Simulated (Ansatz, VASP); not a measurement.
## AgCl in VASP and in Ansatz

INCAR

```
PREC = Accurate ; ENCUT = 520
EDIFF = 1E-7 ; ISMEAR = 0
SIGMA = 0.1 ; LREAL = F
LASPH = T ; NELM = 80
ALGO = Normal ; ISIF = 2
LWAVE = F ; LCHARG = F
GGA = PE ; NBANDS = 16
```

KPOINTS

```
regular mesh
0
Gamma
  4 4 4
```

The input POSCAR:

```
AgCl
1.0
    0.0000000000      2.7726629968      2.7726629968
    2.7726629968      0.0000000000      2.7726629968
    2.7726629968      2.7726629968      0.0000000000
Ag Cl
1 1
Direct
    0.0000000000      0.0000000000      0.0000000000
    0.5000000000      0.5000000000      0.5000000000
```

Input for Ansatz:

```yaml
crystal:
  lattice:
    - [0.0, 2.7726629968, 2.7726629968]
    - [2.7726629968, 0.0, 2.7726629968]
    - [2.7726629968, 2.7726629968, 0.0]
  atoms:
    - { symbol: Ag, position: [0.0, 0.0, 0.0] }
    - { symbol: Cl, position: [0.5, 0.5, 0.5] }
basis:
  ecutwfc: 420
kpoints:
  mp_grid: { grid: [4, 4, 4] }
hamiltonian:
  xc: pbe
scf:
  occupations: { method: gaussian, width: 0.1 }
  lower_state_search: "off"
  max_iter: 97
output:
  forces: true
  stress: true
  eigenvalues: true
```

Alike in both runs: task single point; functional PBE; k mesh 4 × 4 × 4; occupations gaussian, width 0.1 eV; no spin polarisation.

|  | VASP | Ansatz |
| --- | --- | --- |
| version | VASP 6.6.1 | Ansatz 0.2.0 |
| potentials or method | VASP PAW PBE potentials, release 64 (Ag, Cl) | scalar-relativistic, plane waves, PAW |
| plane-wave cutoff (eV) | 520 | 420 |
| valence electrons in the cell | 18 | 26 |

```tsv
	VASP	Ansatz	Ansatz less VASP
gap on the k mesh at the Fermi level (eV)	0.91	0.91	+0.003
least direct gap on the mesh (eV)	3.23	3.22	-0.002
pressure (GPa)	1.7	1.8	+0.14
```

The two sets of potentials don't hold the same shells in valence.

Caveats: the k mesh is coarse (spacing up to 0.49 Å⁻¹), so the values aren't converged. A k mesh can miss the band edges. PBE gaps usually lie below the measured ones, often by a third to a half.
